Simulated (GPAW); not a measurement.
Crystal: GaN.

```
Ga N
1.0
     3.18000    0.00000    0.00000
    -1.59000    2.75396    0.00000
     0.00000    0.00000    5.16600
Ga N
2 2
Direct
  0.66667 0.33333 0.50000
  0.33333 0.66667 0.00000
  0.66667 0.33333 0.87500
  0.33333 0.66667 0.37500
```

Base run:

- Program: GPAW 26.7.0
- Functional: LDA
- Potentials or basis: the program's PAW data sets (release 1.2.1) made for this functional
- Cutoff: 600 eV
- Basis: pw
- k mesh: 8 × 8 × 4
- Occupations: fermi-dirac, width 0.05 eV
- Spin: no spin polarisation

Its results: band gap on the k mesh 2.08 eV, direct; pressure -2.7 GPa; largest force 0.169 eV/Å.

Problem. The run is repeated on the same cell with these changes: functional from LDA to PBEsol; potentials or basis from the program's PAW data sets (release 1.2.1) made for this functional to PAW data sets generated in the run's folder for this functional; cutoff from 600 eV to 800 eV. What comes out?

Solution. Band gap on the k mesh 2.03 eV, direct; pressure 9.3 GPa; largest force 0.177 eV/Å.

Caveats: the cutoff is short for stress and forces, so pressures can be off by a GPa or more (some runs).
